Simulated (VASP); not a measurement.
Here is a VASP 6.6.1 calculation.

The input INCAR:

```
  PREC = Accurate
  ENCUT = 600
  EDIFF = 1E-7
  ISMEAR = 1
  SIGMA = 0.1
  LREAL = False
  LASPH = True
  NELM = 80
  ALGO = Normal
  ISIF = 3
  LWAVE = False
  LCHARG = False
  GGA = PE
  IVDW = 12
  IBRION = 2
  NSW = 90
  EDIFFG = -0.005
```

File KPOINTS:

```
Automatic mesh
0
Gamma
  15 15 7
```

Contents of POSCAR:

```
Hf                                      
1.0
    3.1670296916      0.0000000000     -0.0000000000
   -1.5835148458      2.7427281674      0.0000000000
    0.0000000000      0.0000000000      5.0079009054
  Hf            
     2
Direct
     0.3333333332999970    0.6666666667000030    0.2500000000000000
     0.6666666667000030    0.3333333332999970    0.7500000000000000
```

Potentials or basis: VASP PAW PBE potentials, release 64 (Hf_pv).

Command:

```console
$ cat potpaw_PBE.64/Hf_pv/POTCAR > POTCAR
$ mpirun -np 1 vasp_std > vasp.out
```

Problem. What does it give for the dispersion energy per atom?

Solution. -0.464 eV.

Problem. What does it give for the band gap on the k mesh?

Solution. None (metal or under the smearing width).

Final structure:
```
CELL_PARAMETERS angstrom
3.16703 0.00000 0.00000
-1.58351 2.74273 0.00000
0.00000 0.00000 5.00790
ATOMIC_POSITIONS crystal
Hf 0.33333 0.66667 0.25000
Hf 0.66667 0.33333 0.75000
```

Caveat: the relaxation stopped at its first step, so nothing moved. Spin-orbit coupling is left out, which matters for the levels of Hf.
